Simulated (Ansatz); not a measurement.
# Band structure of Te

```
CELL_PARAMETERS angstrom
-1.92620 1.92620 1.92620
1.92620 -1.92620 1.92620
1.92620 1.92620 -1.92620
ATOMIC_POSITIONS crystal
Te 0.00000 0.00000 0.00000
```

The structure comes from a relaxation in the same program, started in the bcc type, and has space group Im-3m. Whether it is a known phase or the ground state wasn't checked.

No spin–orbit coupling, which matters for the heavy atoms here.

Computed with DFT, PBE, all-electron LAPW, scalar-relativistic (Ansatz 0.2.0).

Settings: a Γ-centred 14×14×14 k mesh, Fermi–Dirac smearing of 0.05 eV, basis error target 0.25 meV/atom, no spin polarisation.

Points in fractions of the reciprocal vectors of this cell: Γ (0, 0, 0), H (0.5, -0.5, 0.5), N (0, 0, 0.5), P (0.25, 0.25, 0.25). The path joins them by straight lines in the order Γ–H–N–Γ–P–H–P–N; legs that retrace an earlier one aren't tabulated. Energies are in eV from the Fermi level.

Is there a gap?

none: bands cross the Fermi level, a metal.

List the levels between -14 and 3 eV at the symmetry points.


Γ: -13.78
H: -8.60, -2.87 (×3)
N: -10.77, -5.83, 0.10, 2.04
P: -10.17, -3.30 (×3)
